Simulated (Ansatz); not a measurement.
The system is AlAu.

```
Au Al
1.0
     3.22394    0.00000    0.00000
     0.00000    3.22394    0.00000
     0.00000    0.00000    3.22394
Au Al
1 1
Direct
  0.50000 0.50000 0.50000
  0.00000 0.00000 0.00000
```

The cell comes from a database or a generator and needn't be the stable form of this composition.

Base run:

| Property | Result |
| --- | --- |
| Program | Ansatz 0.2.0 |
| Functional | LDA |
| Potentials or basis | all-electron LAPW, scalar-relativistic |
| Cutoff | 207 eV |
| Density cutoff | 829 eV |
| Basis error allowed | 0.001 eV/atom |
| k mesh | 8 × 8 × 8 |
| Occupations | fermi-dirac, width 0.05 eV |
| Spin | no spin polarisation |

Its results: pressure -7.9 GPa.

Task: The run is repeated on the same cell with these changes: functional from LDA to PBEsol; k mesh from 8 × 8 × 8 to 6 × 6 × 6. What comes out?

Result: Pressure -5.2 GPa.

Several settings changed at once, so the effect can't be laid on one alone.

Caveats: the k mesh is thin for a metal, which can move the energy by tens of meV per atom (some runs).

Not every run made on this cell is shown here.
